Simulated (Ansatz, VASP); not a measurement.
TiB in VASP and in Ansatz

```xyz
2
Lattice="0.0000 2.0726 2.0726 2.0726 0.0000 2.0726 2.0726 2.0726 0.0000" Properties=species:S:1:pos:R:3 pbc="T T T"
Ti    3.1089    3.1089    3.1089
B     0.0000    0.0000    0.0000
```

Change from the starting cell: volume scaled by 0.96, PAW files.

Alike in both runs: task electric field gradients; functional LDA; k mesh 13 × 13 × 13; occupations fermi-dirac, width 0.05 eV; no spin polarisation.

|  | VASP | Ansatz |
| --- | --- | --- |
| version | VASP 6.6.1 | Ansatz 0.2.0 |
| potentials or method | VASP PAW LDA potentials, release 64 (Ti_sv, B) | PAW with Ansatz's default frozen-core files, scalar-relativistic |
| plane-wave cutoff (eV) | 520 | 420 |
| valence electrons in the cell | 15 | 15 |

VASP gave:

```
pressure (GPa)                                                 : 123.4
Vzz of the field gradient on the site that differs most (V/Å²) : 0.0
```

Which values does Ansatz return?

Pressure (GPa): 123.2; Vzz of the field gradient on the site that differs most (V/Å²): 0.0.

Caveats: the cell as given lies far from equilibrium; so large a pressure means that the cell lies far from this level's equilibrium, or that cutoff or potentials fall short (VASP).
